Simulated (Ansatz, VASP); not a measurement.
## One calculation of CdS, two programs

Contents of INCAR:

```
SYSTEM = CdS
  PREC = Accurate
  ENCUT = 520
  EDIFF = 1E-7
  ISMEAR = 0
  SIGMA = 0.03
  LREAL = .False.
  LASPH = .True.
  NELM = 80
  ALGO = Normal
  ISIF = 2
  LWAVE = .False.
  LCHARG = .False.
  GGA = PE
  NBANDS = 16
```

Contents of KPOINTS:

```
Automatic mesh
0
Gamma
  10 10 10
  0 0 0
```

File POSCAR:

```
CdS
1.0
    0.0000000000      2.7532440000      2.6155818000
    2.7532440000      0.0000000000      2.6155818000
    2.7532440000      2.7532440000      0.0000000000
Cd S
1 1
Direct
    0.0000000000      0.0000000000      0.0000000000
    0.5000000000      0.5000000000      0.5000000000
```

Input for Ansatz:

```yaml
crystal:
  lattice:
    - [0.0, 2.753244, 2.6155818]
    - [2.753244, 0.0, 2.6155818]
    - [2.753244, 2.753244, 0.0]
  atoms:
    - { symbol: Cd, position: [0.0, 0.0, 0.0] }
    - { symbol: S, position: [0.5, 0.5, 0.5] }
basis:
  ecutwfc: 420
kpoints:
  mp_grid: { grid: [10, 10, 10] }
hamiltonian:
  xc: pbe
scf:
  occupations: { method: gaussian, width: 0.03 }
output:
  forces: true
  stress: true
  eigenvalues: true
```

Change from the starting cell: strain +0.000 along x and y, -0.050 along z, atoms carried along.

Alike in both runs: task single point; functional PBE; k mesh 10 × 10 × 10; occupations gaussian, width 0.03 eV; no spin polarisation.

|  | VASP | Ansatz |
| --- | --- | --- |
| version | VASP 6.6.1 | Ansatz 0.2.0 |
| potentials or method | VASP PAW PBE potentials, release 64 (Cd, S) | scalar-relativistic, plane waves, PAW |
| plane-wave cutoff (eV) | 520 | 420 |
| valence electrons in the cell | 18 | 26 |

```tsv
	VASP	Ansatz	Ansatz less VASP
gap on the k mesh at the Fermi level (eV)	none	none	-
pressure (GPa)	4.5	4.0	-0.49
largest component of the traceless stress (GPa)	3.54	3.38	-0.154
```

A gap of «none» marks a metal or a gap that the smearing closes. The two sets of potentials don't hold the same shells in valence.
